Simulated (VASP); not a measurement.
Input of a VASP 6.6.1 run:

Contents of INCAR:

```
SYSTEM = KF
PREC = Accurate
ENCUT = 520
EDIFF = 1E-6
ISMEAR = 0
SIGMA = 0.05
LREAL = .FALSE.
LASPH = .TRUE.
NELM = 80
ALGO = Fast
ISIF = 2
LWAVE = .FALSE.
LCHARG = .FALSE.
GGA = CA
NBANDS = 15
```

File KPOINTS:

```
Automatic mesh
0
G
  8 8 8
  0 0 0
```

POSCAR

```
KF
1.0
    0.0000000000      2.7403375000      2.7403375000
    2.7403375000      0.0000000000      2.7403375000
    2.7403375000      2.7403375000      0.0000000000
K F
1 1
Direct
    0.0000000000      0.0000000000      0.0000000000
    0.5000000000      0.5000000000      0.5000000000
```

Potentials or basis: VASP PAW LDA potentials, release 64 (K_sv, F).

Command:

```console
$ cat potpaw_LDA.64/K_sv/POTCAR potpaw_LDA.64/F/POTCAR > POTCAR
$ mpirun -np 1 vasp_std > vasp.out
```

Estimate the band gap on the k mesh.

5.43 eV, direct.

What does it give for the pressure?

-5.0 GPa.

A k mesh can miss the band edges.
